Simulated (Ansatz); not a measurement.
ZnS: equation of state with PBE0

ZnS:

```
Zn S
1.0
     0.00000    2.70200    2.70200
     2.70200    0.00000    2.70200
     2.70200    2.70200    0.00000
Zn S
1 1
Direct
  0.75000 0.75000 0.75000
  0.00000 0.00000 0.00000
```

```yaml
Program: Ansatz 0.2.0
Task: equation of state
Functional: PBE0
Potentials_or_basis: Ansatz PAW
Cutoff: 420 eV
Density_cutoff: 1680 eV
k_mesh: 5 × 5 × 5
Occupations: fermi-dirac, width 0.05 eV
Spin: no spin polarisation
```

| Property | Result |
| --- | --- |
| Equilibrium volume | 19.91 Å³/atom |
| Bulk modulus | 76 GPa |
| Pressure derivative of the bulk modulus | 4.3 |

Energy against volume, from the lowest point:
| volume (Å³/atom) | energy (meV/atom) |
| --- | --- |
| 18.543 | 25.00 |
| 18.938 | 11.99 |
| 19.332 | 3.83 |
| 19.727 | 0.00 |
| 20.121 | 0.08 |
| 20.516 | 3.63 |
| 20.910 | 10.43 |

All runs of the series together: 76 s on 2 threads of AMD EPYC 7B13 (Zen 3) (shared host).

Caveat: the k mesh is coarse (spacing up to 0.40 Å⁻¹), so the values aren't converged, least of all with exact exchange; the PAW data sets were made with another functional, which shifts forces and pressure a little. Zero-point motion and thermal expansion aren't in these numbers.
